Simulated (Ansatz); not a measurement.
MgGa$_{2}$O$_{4}$: experiment and calculation

**What was measured.**

From “On the influence of inversion on thermal properties of magnesium gallium spinel”, 2015, arxiv:1510.01572, for a bulk crystal of MgGa2O4 at 300 K: lattice constant a 8.2807 Å.

The results are compared with them further down.

All numbers below come from DFT PBE, scalar-relativistic, plane waves, PAW (Ansatz).

Cutoff 420 eV; k points 6×6×6 on the computed 14-atom cell (Γ-centred); Gaussian smearing, width 0.02 eV; no spin polarisation.

Relaxed structure, symmetry kept:

```
Mg Ga O
1.0
     0.00000    4.22470    4.22470
     4.22470    0.00000    4.22470
     4.22470    4.22470    0.00000
Mg Ga O
2 4 8
Cartesian
  4.2247 4.2247 4.2247
  6.3370 6.3370 6.3370
  3.1685 3.1685 1.0562
  3.1685 1.0562 3.1685
  1.0562 3.1685 3.1685
  1.0562 1.0562 1.0562
  5.1874 7.4867 5.1874
  5.3744 5.3744 3.0750
  3.0750 3.0750 3.0750
  3.0750 5.3744 5.3744
  7.4867 7.4867 7.4867
  7.4867 5.1874 5.1874
  5.3744 3.0750 5.3744
  5.1874 5.1874 7.4867
```

| Quantity | Value |
| --- | --- |
| Space group | Fd-3m (No. 227) |
| Volume per atom | 10.77 Å³ |
| Formation energy from the elements' standard states (uncorrected) | -2.108 eV/atom |
| Kohn–Sham band gap | 3.13 eV |
| Löwdin character of the top 1 eV of the valence band | O 2p 95 % |
| Löwdin character of the lowest 1 eV of the conduction band | Ga 4s 29 %, O 2s 29 %, Mg 3s 21 %, O 2p 15 % |

A measured lattice constant a of MgGa2O4 is 8.2807 Å (300 K; the paper above); the calculated 8.449 Å misses it by +2.0 %. 2 values of this kind are on record (8.2807 to 8.2825 Å); this one was drawn at random. The calculation is for 0 K without zero-point motion.

Cost: 1 run of about 2 core-minutes, on Intel Xeon Processor @ 2.50GHz (Skylake/Cascade Lake) (shared hosts).